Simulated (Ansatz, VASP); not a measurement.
# Cross-check of GaAs between VASP and Ansatz

One calculation is typed for both programs; each brings its own data sets. How far apart do they land? The structure shown is the start of the Ansatz relaxation below; VASP solves that cell, so the two are compared at the walk's first step.

Method: plane waves, with VASP 6.6.1 beside it; single point at LDA, in Ansatz 0.2.0.

## (1) The structure

It takes space group Imm2 (No. 44, orthorhombic). Conventional cell: a = 3.843 Å, b = 3.964 Å, c = 5.653 Å, α = 90.00°, β = 90.00°, γ = 90.00°. Nearest to Ga lie 4 As at 2.40 to 2.42 Å. Nearest to As lie 4 Ga at 2.40 to 2.42 Å. Farther neighbours are not listed.

## (2) Ansatz: relaxation, LDA

Ansatz runs on its PAW soft_1 files.

The two programs are compared at the cell with which this relaxation starts, whose forces are those of its first step.

The input, input.yaml:

```yaml
crystal:
  lattice:
    - [-0.0426502185, 2.7602859598, 2.8263922112]
    - [2.7602859598, -0.0426502185, 2.8263922112]
    - [2.7176357414, 2.7176357414, 0.0]
  atoms:
    - { symbol: Ga, position: [0.0014664214, 0.0014664214, -0.0014664214] }
    - { symbol: As, position: [0.7485335786, 0.7485335786, 0.7514664214] }
  conventional_axes: [[0, 0, 1], [1, -1, 0], [1, 1, -1]]
kpoints:
  mp_grid: { grid: [20, 20, 20] }
hamiltonian:
  xc: lda
  pseudopotentials: { kind: paw, azcp: { folder: soft_1 }, xc_functional: pbe }
scf:
  occupations: { method: gaussian, width: 0.02 }
output:
  forces: true
  stress: true
  eigenvalues: true
relax:
  adjacent_minimum: "off"
  f_tol: 0.001
  max_steps: 60
  cell: { stress_tol: 0.01, fix: [a, angles] }
```

Command:

```sh
ansatz run input.yaml --threads 4 --pin off --max-ram 10240MiB --backend cpu --events-out ev --progress --plain --runs-dir out
```

Numbers of over 12 decimals in the logs are rounded to 6 here.

Output:

```text
Engine: ansatz 0.2.0, aarch64-unknown-linux-gnu
Pseudopotentials: kind: paw
Pseudopotential: Ga, paw, valence charge 13, recommended cutoff 420 eV (normal), soft_1/Ga.paw.azcp
Pseudopotential: As, paw, valence charge 15, recommended cutoff 420 eV (normal), soft_1/As.paw.azcp
Functional definition: SPW92
  exchange = slater_x
  correlation = pw_c
Crystal: 2 atoms, lattice volume = 43.059 Å³
Basis set: ecut = 420 eV, 873 PW (Γ)
Bands: 18, of which v1, the nominal top of the filled ones, is band 14 counted from 1 (13 counted from 0)
Symmetry: 4 space group operations
Space group: Imm2 (ITA 44), of the structure as read, at distance tolerance 3.5e-5 Å
k-points: 1166 of 8000 (time reversal used)
Non-local potential: Ga, projectors of the file, l = 0: 2, l = 1: 2, l = 2: 3, l = 3: 1
Non-local potential: As, projectors of the file, l = 0: 2, l = 1: 2, l = 2: 3, l = 3: 1
PAW form: soft (Blöchl's): semilocal exchange-correlation on the pseudo side does not see the compensation charge
PAW frozen core: Ga, regenerated for the run's functional, and the local potential with it (the file was generated under x = pbe(κ = 0.804, μ = 0.219515), c = pbe(β = 0.066725))
PAW frozen core: As, regenerated for the run's functional, and the local potential with it (the file was generated under x = pbe(κ = 0.804, μ = 0.219515), c = pbe(β = 0.066725))
PAW one-centre angular grid: Ga, 590 points (default); XC on 64 Gauss nodes
PAW one-centre angular grid: As, 590 points (default); XC on 64 Gauss nodes
Initial density: superposition of atomic densities (chi_scale 0.1, normalization cell, long waves kept (reshape's long-wave potential 0.00 eV rms))
Initial wavefunctions: pseudopotential atomic-orbital guess
Functional: x = slater, c = lda
SCF iter   1: F=—  HF=-8481.448662 eV  |F-HF|=—  |Δ(HF+E_count)|=         —  Δρ=4.31e-2  dr2=5.10e-1  ethr=3.10e-3  ⟨swp⟩=6.0  Hψ=103609  notcnv=0
preconditioner: auto → none  [insulator: Δε(μ)=0.560 eV  Ē_g=15.981 eV  σ=0.020 eV  W_gap=1.00  n_scr=14 (ndim 8)  ℏωp=24.0 eV  f_vac=0.000  D(μ)=0.00/eV (n_scr^D=0)  ε∞_Penn≈3.3]
SCF iter   2: F=—  HF=-8481.315480 eV  |F-HF|=—  |Δ(HF+E_count)|=   1.33e-1  Δρ=1.80e-2  dr2=8.05e-2  ethr=1.82e-3  ⟨swp⟩=2.0  Hψ=34980  notcnv=0
SCF iter   3: F=—  HF=-8481.295152 eV  |F-HF|=—  |Δ(HF+E_count)|=   2.03e-2  Δρ=5.07e-3  dr2=4.94e-3  ethr=2.88e-4  ⟨swp⟩=2.2  Hψ=36506  notcnv=0
SCF iter   4: F=—  HF=-8481.291115 eV  |F-HF|=—  |Δ(HF+E_count)|=   4.04e-3  Δρ=9.25e-4  dr2=1.63e-4  ethr=1.76e-5  ⟨swp⟩=2.1  Hψ=36246  notcnv=0
SCF iter   5: F=—  HF=-8481.291118 eV  |F-HF|=—  |Δ(HF+E_count)|=   2.58e-6  Δρ=2.32e-4  dr2=1.91e-5  ethr=5.82e-7  ⟨swp⟩=2.0  Hψ=37312  notcnv=0
SCF iter   6: F=—  HF=-8481.291113 eV  |F-HF|=—  |Δ(HF+E_count)|=   4.26e-6  Δρ=5.81e-5  dr2=8.81e-7  ethr=6.82e-8  ⟨swp⟩=2.0  Hψ=37312  notcnv=0
SCF iter   7: F=—  HF=-8481.291113 eV  |F-HF|=—  |Δ(HF+E_count)|=   1.26e-7  Δρ=1.31e-5  dr2=3.28e-8  ethr=3.57e-10  ⟨swp⟩=6.4  Hψ=112198  notcnv=0
SCF iter   8: F=-8481.291113 eV  HF=-8481.291113 eV  |F-HF|=1.94e-9  |Δ(HF+E_count)|=   1.21e-8  Δρ=2.40e-6  dr2=1.19e-9  ethr=1.17e-10  ⟨swp⟩=5.0  Hψ=83102  notcnv=0
SCF 1 converged in 8 iterations: F = -8481.291113 eV  dr2 = 1.19e-9
  greatest PAW one-centre occupation: 0.999 electrons in one spin orbital (limit 2), on the As atom at site 1 (counted from 0), in its partial waves of l = 2
relax step   1: F+E_penalty+E_count = -8481.29111319 eV  Δ(F+E_penalty+E_count) = +0.000e0 eV  max|allowed force component| = 9.015e-2 eV/Å  Δτ_max = 0.0000 Å  P = +1.682 GPa  Ω = 43.059 Å³  fix = [a, alpha, beta, gamma]  reactions: a +4.418 GPa  (8 SCF iters, dr2 threshold 1.00e-7 eV, accepted)
[...]
relax step   2: F+E_penalty+E_count = -8481.29176827 eV  Δ(F+E_penalty+E_count) = -6.551e-4 eV  max|allowed force component| = 2.584e-2 eV/Å  Δτ_max = 0.0032 Å  P = +1.346 GPa  Ω = 43.228 Å³  energy of the carried Pulay correction = -2.854e-5 eV  fix = [a, alpha, beta, gamma]  reactions: a +3.991 GPa  (4 SCF iters, dr2 threshold 2.00e-7 eV, accepted)
[...]
relax step   3: F+E_penalty+E_count = -8481.29180952 eV  Δ(F+E_penalty+E_count) = -4.125e-5 eV  max|allowed force component| = 4.889e-4 eV/Å  Δτ_max = 0.0011 Å  P = +1.287 GPa  Ω = 43.255 Å³  energy of the carried Pulay correction = -3.314e-5 eV  fix = [a, alpha, beta, gamma]  reactions: a +3.864 GPa  (3 SCF iters, dr2 threshold 4.17e-8 eV, accepted)
[...]
relax step   4: F+E_penalty+E_count = -8481.29184272 eV  Δ(F+E_penalty+E_count) = -3.320e-5 eV  max|allowed force component| = 5.470e-4 eV/Å  Δτ_max = 0.0000 Å  P = +1.288 GPa  Ω = 43.255 Å³  fix = [a, alpha, beta, gamma]  reactions: a +3.865 GPa  stress off target by 1.29e-3 GPa on what of the cell is left free  SCF on the basis re-selected at this cell (its energy is not comparable with the rows above)  (7 SCF iters)
basis re-selected at this cell: Δ(F+E_penalty+E_count) = -3.320e-5 eV, ΔP = +0.000 GPa vs the last step (what re-selecting the basis moved, of the pressure what is left beyond the Pulay correction that the steps carried, after the strain that the cell walked since its last selection, with what the two solves' SCF thresholds leave and, on support functions, any second-order correction that the steps lacked; it is no m [...]
SCF converged after 7 iterations
Free energy (F): -8481.291843 eV
Harris-Foulkes:  -8481.291843 eV  (|F-HF|=0.00e0)
Internal energy: -8481.291843 eV  (E = F + TS)
E sigma→0 (E₀):  -8481.291843 eV
Fermi energy:    8.597677 eV
--- Per-component energies (eV) ---
  E_band       = -317.059719
  E_kinetic    = 211.818673
  E_local      = -3602.640267  (includes V_loc(G=0)·N_el)
  E_nonlocal   = -481.023693
  E_hartree    = 2107.062048
  E_xc         = -134.148809
  E_vxc        = -131.522800  (∫ρ·V_xc dr)
  E_paw        = -3847.548062  (= ΣΔE_a)
  E_vpaw       = -527.815471  (= ΣTr[D̂ρ^β])
  E_aug_tail   = -0.000244  (compensation charges beyond the density's cutoff)
  E_ewald      = -2738.615199
  E_core_change = 3.803710  (= ΣΔE_core)
  E_smearing   = -0.000000  (= −TS)
  E_closure    = 0.000000  (closes the sum)
  Σ components = -8481.291843   (vs F -8481.291843, Δ=0.00e0)
--- Forces (eV/Å), atoms counted from 1 ---
  atom   1  Ga    -0.00000000    -0.00000000     0.00054713
  atom   2  As     0.00000000     0.00000000    -0.00054687
  max |Σ_I F_I| component: 2.54e-7 eV/Å
--- Stress (GPa, compression-positive) ---
        1.931930       1.932700       0.000000
        1.932700       1.931930       0.000000
        0.000000       0.000000      -0.001293
  P = ⅓ Tr σ = 1.2875 GPa (12.875 kbar)
--- Band table (eV; the first three rows and the last of 1166) ---
  k-point 0: bands = [... 10 lower, -4.8968, 8.0742, 8.1224, 8.4052, 8.7902, 11.7094, 11.9901, 12.0671]
  k-point 1: bands = [... 10 lower, -4.8644, 7.6202, 8.0779, 8.1682, 9.2747, 11.7809, 12.0366, 12.1291]
  k-point 2: bands = [... 10 lower, -4.7681, 6.7429, 7.9577, 8.0087, 9.6752, 11.9750, 12.1477, 12.4089]
  k-point 1165: bands = [... 10 lower, -2.2904, 1.0115, 5.3029, 5.6980, 9.4502, 10.0762, 18.5312, 18.6648]
--- Relaxed structure (3 steps of the walk, 3 accepted, 1 SCFs on fresh bases) ---
  F+E_penalty+E_count = -8481.29184272 eV   max|allowed force component| = 5.470e-4 eV/Å   (the final SCF, on the basis selected at the relaxed cell)
  cell:  # Å, volume = 43.2548 Å³
    - [-0.043042, 2.760678, 2.838430]
    - [2.760678, -0.043042, 2.838430]
    - [2.7176357414, 2.7176357414, 4.807612056559271e-11]
  atoms:
    - { symbol: Ga, position: [0.0022289, 0.0022289, -0.0022289] }
    - { symbol: As, position: [0.747771, 0.747771, 0.752229] }
```

Reading the cycles: dr2 is the Hartree energy of the density residual (eV), the measure of convergence; HF is the Harris–Foulkes estimate of the energy, which meets the free energy F at convergence.

## (3) VASP: single point, LDA, start cell

The same cell, functional (in two slightly different forms), mesh and smearing now go to VASP, with its own data sets.

Lines of VASP's logs that name or quote its potential files are left out, and so is its time.

The input, INCAR:

```
SYSTEM = GaAs
PREC = Accurate
ENCUT = 400
EDIFF = 1E-06
NELM = 120
ISMEAR = 0
SIGMA = 0.02
LREAL = .FALSE.
ALGO = Normal
GGA = PW92
NBANDS = 15
LORBIT = 11
LWAVE = .FALSE.
LCHARG = .FALSE.
ISIF = 2
LASPH = .TRUE.
GGA_COMPAT = .FALSE.
EFERMI = MIDGAP
KPAR = 2
```

The input, POSCAR:

```
GaAs
1.0
   -0.0426500000      2.7602860000      2.8263920000
    2.7602860000     -0.0426500000      2.8263920000
    2.7176360000      2.7176360000      0.0000000000
Ga As
1 1
Direct
    0.0014663571      0.0014663571      0.9985336429
    0.7485336429      0.7485336429      0.7514663571
```

The input, KPOINTS:

```
Automatic mesh
0
Gamma
20 20 20
0 0 0
```

PAW data sets: Ga_d and As (LDA family, release 64).

Command:

```sh
mpirun -np 2 vasp_std
```

Output:

```text
[banner, memory and clock lines left out]
running    2 mpi-ranks, on    1 nodes
 distrk:  each k-point on    1 cores,    2 groups
 distr:  one band on    1 cores,    1 groups

 POSCAR found type information on POSCAR GaAs
 POSCAR found :  2 types and       2 ions
|                                                                             |
|               ----> ADVICE to this user running VASP <----                  |
|                                                                             |
|     You enforced a specific xc type in the INCAR file but a different       |
|     [... a line on the potential file left out ...]
|     I HOPE YOU KNOW WHAT YOU ARE DOING!                                     |
|                                                                             |

 LDA part: xc-table for (Slater(with rela. corr.)+PW92), standard interpolation
 POSCAR, INCAR and KPOINTS ok, starting setup
 FFT: planning ... GRIDC
 FFT: planning ... GRID_SOFT
 FFT: planning ... GRID
 WAVECAR not read
 entering main loop
       N       E                     dE             d eps       ncg     rms          rms(c)
DAV:   1     0.737829590317E+02    0.73783E+02   -0.80061E+03 35921   0.145E+03
DAV:   2    -0.417376880748E+01   -0.77957E+02   -0.74691E+02 39495   0.283E+02
DAV:   3    -0.977938222022E+01   -0.56056E+01   -0.55878E+01 42904   0.643E+01
DAV:   4    -0.986114977461E+01   -0.81768E-01   -0.81754E-01 42239   0.870E+00
DAV:   5    -0.986234499476E+01   -0.11952E-02   -0.11952E-02 45055   0.918E-01    0.315E+00
DAV:   6    -0.966637158123E+01    0.19597E+00   -0.23420E-01 54289   0.900E+00    0.186E+00
DAV:   7    -0.962139253995E+01    0.44979E-01   -0.71948E-02 49905   0.209E+00    0.531E-01
DAV:   8    -0.961829038748E+01    0.31022E-02   -0.95310E-03 44213   0.112E+00    0.119E-01
DAV:   9    -0.961824880074E+01    0.41587E-04   -0.74403E-04 43183   0.334E-01    0.418E-02
DAV:  10    -0.961825215528E+01   -0.33545E-05   -0.43687E-05 54463   0.756E-02    0.218E-02
DAV:  11    -0.961825678370E+01   -0.46284E-05   -0.68606E-06 40657   0.399E-02    0.279E-03
DAV:  12    -0.961825666180E+01    0.12190E-06   -0.47968E-07 28221   0.104E-02
   1 F= -.96182567E+01 E0= -.96182567E+01  d E =-.721876E-74
```

From OUTCAR (step 3):

```text
ion  position               nearest neighbor table
   1  0.001  0.001  0.999-   2 2.40   2 2.40   2 2.42   2 2.42
   2  0.749  0.749  0.751-   1 2.40   1 2.40   1 2.42   1 2.42

  LATTYP: Found a body centered orthorhombic cell.
 ALAT       =     3.8433176888
 B/A-ratio  =     1.0313875736
 C/A-ratio  =     1.4708084155

 Subroutine GETGRP returns: Found  4 space group operations
 (whereof  4 operations were pure point group operations)

The static configuration has the point symmetry C_2v.

 Found   1166 irreducible k-points:

   k-points           NKPTS =   1166   k-points in BZ     NKDIM =   1166   number of bands    NBANDS=     15

   dimension x,y,z NGX =    28 NGY =   28 NGZ =   28
   dimension x,y,z NGXF=    56 NGYF=   56 NGZF=   56

   ENCUT  =  400.0 eV  29.40 Ry    5.42 a.u.   6.44  6.44  6.27*2*pi/ulx,y,z

   NELECT =      18.0000    total number of electrons

 k-points in reciprocal lattice and weights: Automatic mesh
   0.00000000  0.00000000  0.00000000       0.000
   0.05000000 -0.00000000  0.00000000       0.001
   0.10000000  0.00000000  0.00000000       0.001
   0.15000000  0.00000000  0.00000000       0.001
   0.20000000  0.00000000  0.00000000       0.001
   0.25000000 -0.00000000  0.00000000       0.001
   0.30000000  0.00000000  0.00000000       0.001
   0.35000000 -0.00000000  0.00000000       0.001
   0.40000000  0.00000000  0.00000000       0.001
[...]
0.25000000  0.25000000  0.50000000       0.000
  -0.25000000  0.25000000  0.50000000       0.000

 average (electrostatic) potential at core
       1 -67.1317       2 -53.3695

 E-fermi :   4.6925

 k-point     1 :       0.0000    0.0000    0.0000
  band No.  band energies     occupation
    ...
      5     -10.6615      2.00000
      6      -8.8441      2.00000
      7       4.1639      2.00000
      8       4.2141      2.00000
      9       4.4412      2.00000
     10       4.9439      0.00000
     11       7.7537      0.00000
     12       8.0402      0.00000
     13       8.1436      0.00000
     14      11.7898      0.00000
    ...

 k-point     2 :       0.0500   -0.0000    0.0000
  band No.  band energies     occupation
    ...
      5     -10.6616      2.00000
      6      -8.8133      2.00000
      7       3.5782      2.00000
      8       4.1369      2.00000
      9       4.3975      2.00000
     10       5.4341      0.00000
     11       7.8266      0.00000
     12       8.0821      0.00000
     13       8.2086      0.00000
     14      11.9636      0.00000
    ...

 k-point     3 :       0.1000    0.0000    0.0000
  band No.  band energies     occupation
    ...
      5     -10.6616      2.00000
      6      -8.7218      2.00000
      7       2.6573      2.00000
      8       4.0134      2.00000
      9       4.2789      2.00000
     10       5.9106      0.00000
     11       8.1031      0.00000
     12       8.2271      0.00000
     13       8.3845      0.00000
     14      12.4286      0.00000
    ...

  Total        0.6240097      0.6240097      0.1873760      0.5925862     -0.0000000      0.0000000
  in kB       23.2185469     23.2185469      6.9720051     22.0493246     -0.0000000      0.0000000
  external PRESSURE =      17.8030330 kB  Pullay stress =       0.0000000 kB

  energy-cutoff  :      400.00
  volume of cell :       43.06
      direct lattice vectors                 reciprocal lattice vectors
    -0.042650000  2.760286000  2.826392000    -0.178384380  0.178384380  0.176903982
     2.760286000 -0.042650000  2.826392000     0.178384380 -0.178384380  0.176903982
     2.717636000  2.717636000  0.000000000     0.183983433  0.183983433 -0.176903982

 POSITION                                       TOTAL-FORCE (eV/Angst)
 -----------------------------------------------------------------------------------
      2.71764      2.71764      0.00829        -0.000000     -0.000000      0.093303
      4.07645      4.07645      4.23130         0.000000      0.000000     -0.093303
 -----------------------------------------------------------------------------------
    total drift:                               -0.000002     -0.000002      0.000113

  FREE ENERGIE OF THE ION-ELECTRON SYSTEM (eV)
  ---------------------------------------------------
  free  energy   TOTEN  =        -9.6182566618 eV

  energy  without entropy=       -9.6182566618  energy(sigma->0) =       -9.61825666

 total charge
# of ion       s       p       d       tot
------------------------------------------
    1        0.896   0.854  10.002  11.753
    2        1.215   1.629   0.035   2.879
--------------------------------------------------
tot          2.112   2.483  10.037  14.632

[... 3 further parts left out ...]
```

The run ends at a pressure of 1.78 GPa, with forces up to 0.093 eV/Å.

## (4) Comparison

Known differences besides the potentials themselves: the data sets hold 28 valence electrons in Ansatz (on its PAW soft_1 files) and 18 in VASP; the cutoff is 420 eV in Ansatz and 400 eV in VASP; VASP's log shows a relativistic correction to its local exchange, Ansatz's none. Total energies have different zeros and are not compared.

Forces (eV/Å; atoms numbered as in POSCAR):

| atom | Ansatz x, y, z | VASP x, y, z |
| --- | --- | --- |
| Ga1 | 0.000, 0.000, 0.090 | 0.000, 0.000, 0.093 |
| As2 | 0.000, 0.000, -0.090 | 0.000, 0.000, -0.093 |

The forces differ by 1.8 meV/Å r.m.s., which is 3.4 % of the r.m.s. force of 0.054 eV/Å (both taken over all components).

## (5) Outcome

```json
{"r.m.s. force difference (single point, LDA, start cell)": "1.8 meV/Å"}
```

**Reading.** The r.m.s. force difference is 1.8 meV/Å (single point, LDA, start cell), within the 12 meV/Å picked in this series as the mark of a large difference. The data sets hold unlike numbers of valence electrons (28 in Ansatz and 18 in VASP), so part of the differences comes from the potentials. How closely two codes agree says nothing of how well the functional describes the real material.

[Lines on the potential files, build, host, timing and source positions are cut from VASP's logs without a mark.]

[Logs are printed without paths, hosts, clocks, repeated set-up lines and the standing remarks that a program may print on its own settings, such as how far it seeks lower states.]

[Hosts, paths, dates, database ids (printed as entryN), source tags and the programs' standing remarks are cut or masked in the printed files.]
